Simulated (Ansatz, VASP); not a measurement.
## C in VASP and in Ansatz

The input INCAR:

```
SYSTEM = C
PREC = Accurate
ENCUT = 520
EDIFF = 1E-6
ISMEAR = -1
SIGMA = 0.003
LREAL = .FALSE.
LASPH = .TRUE.
NELM = 60
ALGO = Normal
ISIF = 2
LWAVE = .FALSE.
LCHARG = .TRUE.
GGA = PE
LELF = .TRUE.
LVHAR = .TRUE.
NBANDS = 11
```

Contents of KPOINTS:

```
regular mesh
0
G
  11 11 11
  0 0 0
```

File POSCAR:

```
C
1.0
    1.2280263500      0.7090013400      3.3470108400
   -1.2280263500      0.7090013400      3.3470108400
    0.0000000000     -1.4180026800      3.3470108400
C
2
Direct
    0.1640000000      0.1640000000      0.1640000000
    0.8360000000      0.8360000000      0.8360000000
```

Input for Ansatz:

```yaml
crystal:
  lattice:
    - [1.22802635, 0.70900134, 3.34701084]
    - [-1.22802635, 0.70900134, 3.34701084]
    - [0.0, -1.41800268, 3.34701084]
  atoms:
    - { symbol: C, position: [0.164, 0.164, 0.164] }
    - { symbol: C, position: [0.836, 0.836, 0.836] }
hamiltonian:
  xc: pbe
  pseudopotentials: { kind: paw }
basis:
  ecutwfc: 420
kpoints:
  mp_grid: { grid: [11, 11, 11] }
scf:
  occupations: { method: fermi_dirac, width: 0.003 }
  lower_state_search: "off"
  algorithm: density_mixing
  max_iter: 100
  mixing: {}
output:
  forces: true
  stress: true
```

Alike in both runs: task single point; functional PBE; k mesh 11 × 11 × 11; occupations fermi-dirac, width 0.003 eV; no spin polarisation.

|  | VASP | Ansatz |
| --- | --- | --- |
| version | VASP 6.6.1 | Ansatz 0.2.0 |
| potentials or method | VASP PAW PBE potentials, release 64 (C) | PAW, plane waves, scalar-relativistic |
| plane-wave cutoff (eV) | 520 | 420 |
| valence electrons in the cell | 8 | 8 |

```csv
,VASP,Ansatz,Ansatz less VASP
pressure (GPa),4.8,4.3,-0.45
largest component of the traceless stress (GPa),1.77,1.23,-0.539
rms of the force components (eV/Å),0.502,0.504,+0.0018
```

Atom by atom the forces differ by 0.002 eV/Å (rms over components).
